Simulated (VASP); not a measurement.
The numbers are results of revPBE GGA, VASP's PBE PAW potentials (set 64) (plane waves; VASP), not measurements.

A VASP calculation is set up with these files.

**INCAR**
```
SYSTEM = CsBr
PREC = Accurate; ENCUT = 520; LREAL = .FALSE.
LASPH = .TRUE.; ICHARG = 11
EDIFF = 1E-7; NELM = 100; ALGO = Normal
LMAXMIX = 4
ISMEAR = 0; SIGMA = 0.05
GGA = RE
LWAVE = .FALSE.; LCHARG = .FALSE.; LORBIT = 11
```

**KPOINTS**
```
k-points along high-symmetry lines
15
Line-mode
Reciprocal
  0.000000   0.000000   0.000000 ! GAMMA
  0.000000   0.500000   0.000000 ! X

  0.000000   0.500000   0.000000 ! X
  0.500000   0.500000   0.000000 ! M

  0.500000   0.500000   0.000000 ! M
  0.000000   0.000000   0.000000 ! GAMMA

  0.000000   0.000000   0.000000 ! GAMMA
  0.500000   0.500000   0.500000 ! R

  0.500000   0.500000   0.500000 ! R
  0.000000   0.500000   0.000000 ! X

  0.500000   0.500000   0.500000 ! R
  0.500000   0.500000   0.000000 ! M
```

**POSCAR**
```
CsBr
4.5364010
  0.9999998995   0.0000000000   0.0000000000
  0.0000000000   0.9999998995   0.0000000000
  0.0000000000   0.0000000000   0.9999998995
Cs Br
1 1
Cart
  0.0000000000   0.0000000000   0.0000000000
  0.4999999497   0.4999999497   0.4999999497
```

POTCAR, in this order: Cs_sv Br (PBE.64 set). Program: vasp_std. Read from the step before: CHGCAR.

Output

### OSZICAR
```
       N       E                     dE             d eps       ncg     rms          rms(c)
DAV:   1     0.973289187293E+02    0.97329E+02   -0.64118E+03  2160   0.110E+03
DAV:   2     0.275191745840E+01   -0.94577E+02   -0.88606E+02  3120   0.178E+02
DAV:   3    -0.556212473718E+01   -0.83140E+01   -0.82764E+01  2716   0.597E+01
DAV:   4    -0.566955192422E+01   -0.10743E+00   -0.10736E+00  2540   0.777E+00
DAV:   5    -0.567080124849E+01   -0.12493E-02   -0.12489E-02  2640   0.793E-01
DAV:   6    -0.567083101431E+01   -0.29766E-04   -0.29763E-04  2632   0.110E-01
DAV:   7    -0.567083202749E+01   -0.10132E-05   -0.10129E-05  2668   0.169E-02
DAV:   8    -0.567083206541E+01   -0.37924E-07   -0.37934E-07  2484   0.304E-03
   1 F= -.56708321E+01 E0= -.56708321E+01  d E =-.643264E-12
```

OUTCAR:
```
 val. band max:       -0.9172301505   @ k =   0.5000   0.5000   0.0000

 cond. band min:       3.2532557506   @ k =   0.0000   0.0000   0.0000



 k-point     1 :       0.0000    0.0000    0.0000
  band No.  band energies     occupation
      1     -21.0565      2.00000
      2     -13.0852      2.00000
      3      -7.7195      2.00000
      4      -7.7195      2.00000
      5      -7.7195      2.00000
      6      -0.9599      2.00000
      7      -0.9599      2.00000
      8      -0.9599      2.00000
      9       3.2533      0.00000
     10       4.2571      0.00000
     11       4.2571      0.00000
     12       7.6575      0.00000

 k-point     2 :       0.0000    0.0357    0.0000
  band No.  band energies     occupation
      1     -21.0562      2.00000
      2     -13.0851      2.00000
      3      -7.7229      2.00000
      4      -7.7188      2.00000
      5      -7.7188      2.00000
      6      -0.9753      2.00000
      7      -0.9611      2.00000
      8      -0.9611      2.00000
      9       3.2796      0.00000
     10       4.2641      0.00000
     11       4.2794      0.00000
     12       7.6515      0.00000

 k-point     3 :       0.0000    0.0714    0.0000
  band No.  band energies     occupation
      1     -21.0553      2.00000
      2     -13.0848      2.00000
      3      -7.7331      2.00000
      4      -7.7169      2.00000
      5      -7.7169      2.00000
      6      -1.0199      2.00000
      7      -0.9645      2.00000
      8      -0.9645      2.00000
      9       3.3570      0.00000
     10       4.2847      0.00000
     11       4.3454      0.00000
     12       7.6437      0.00000

 k-point     4 :       0.0000    0.1071    0.0000
  band No.  band energies     occupation
      1     -21.0539      2.00000
      2     -13.0844      2.00000
      3      -7.7493      2.00000
      4      -7.7139      2.00000
      5      -7.7139      2.00000
      6      -1.0893      2.00000
      7      -0.9702      2.00000
...
```

The density is held fixed in this step, so its total energy and stress have no physical meaning. Unless said otherwise, spin-orbit coupling is left out, though it shifts the bands of the heavy elements here.

The compound is CsBr in the CsCl type structure. It was relaxed first, which changed the volume by +18 %.
